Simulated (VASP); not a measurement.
Wanted: the native input for a VASP 6.6.1 run.

```
Task                    : density of states
Functional              : PBE
Potentials or basis     : VASP PAW PBE potentials, release 64 (H, S)
Cutoff                  : 520 eV
k mesh                  : 8 × 8 × 4
Occupations             : fermi-dirac, width 0.1 eV
Spin                    : no spin polarisation
Dipole correction       : no
k mesh for the DOS      : 12 × 12 × 6
Occupations for the DOS : tetrahedron
Further INCAR settings  : ALGO = Fast; EDIFF = 1e-07; NBANDS = 22
```

Crystal: HS2.

```
H S
1.0
     3.16734    2.76554    0.00000
     3.16734   -2.76554    0.00000
     0.00000    0.00000   -8.88124
H S
2 4
Direct
  0.00000 0.00000 0.50000
  0.50000 0.50000 0.00000
  0.20000 0.80000 0.87190
  0.30000 0.70000 0.37190
  0.80000 0.20000 0.12810
  0.70000 0.30000 0.62810
```

The cell was built by a generator and needn't be a form met in nature.

The input as run:

POSCAR

```
HS2
1.0
    3.1673410000      2.7655400000      0.0000000000
    3.1673410000     -2.7655400000      0.0000000000
    0.0000000000      0.0000000000     -8.8812390000
H S
2 4
Direct
    0.0000000000      0.0000000000      0.5000000000
    0.5000000000      0.5000000000      0.0000000000
    0.2000000000      0.8000000000      0.8719000000
    0.3000000000      0.7000000000      0.3719000000
    0.8000000000      0.2000000000      0.1281000000
    0.7000000000      0.3000000000      0.6281000000
```

INCAR.step1

```
PREC = Accurate
ENCUT = 520
EDIFF = 1E-7
ISMEAR = -1
SIGMA = 0.1
LREAL = False
LASPH = True
NELM = 60
ALGO = Fast
ISIF = 2
LWAVE = False
LCHARG = True
GGA = PE
NBANDS = 22
```

KPOINTS.step1

```
Automatic mesh
0
Gamma
  8 8 4
```

INCAR.step2

```
PREC = Accurate
ENCUT = 520
EDIFF = 1E-7
ISMEAR = -5
SIGMA = 0.1
LREAL = False
LASPH = True
NELM = 60
ALGO = Fast
ISIF = 2
LWAVE = False
LCHARG = False
GGA = PE
LORBIT = 11
NBANDS = 22
NEDOS = 1001
ICHARG = 11
```

KPOINTS.step2

```
Automatic mesh
0
Gamma
  12 12 6
```

Potentials or basis: VASP PAW PBE potentials, release 64 (H, S).

The run is started by

```console
$ cat potpaw_PBE.64/H/POTCAR potpaw_PBE.64/S/POTCAR > POTCAR
$ cp INCAR.step1 INCAR
$ cp KPOINTS.step1 KPOINTS
$ mpirun -np 1 vasp_std > vasp.out
$ cp INCAR.step2 INCAR
$ cp KPOINTS.step2 KPOINTS
$ mpirun -np 1 vasp_std > vasp.out
```

It gave:

```
Valence electrons inside the program's atomic spheres : H 0.36; S 3.44
```

It took 5.1 min on 1 thread of Intel(R) Xeon(R) 6975P-C (Granite Rapids), with other jobs on the host, peak memory 0.55 GiB.
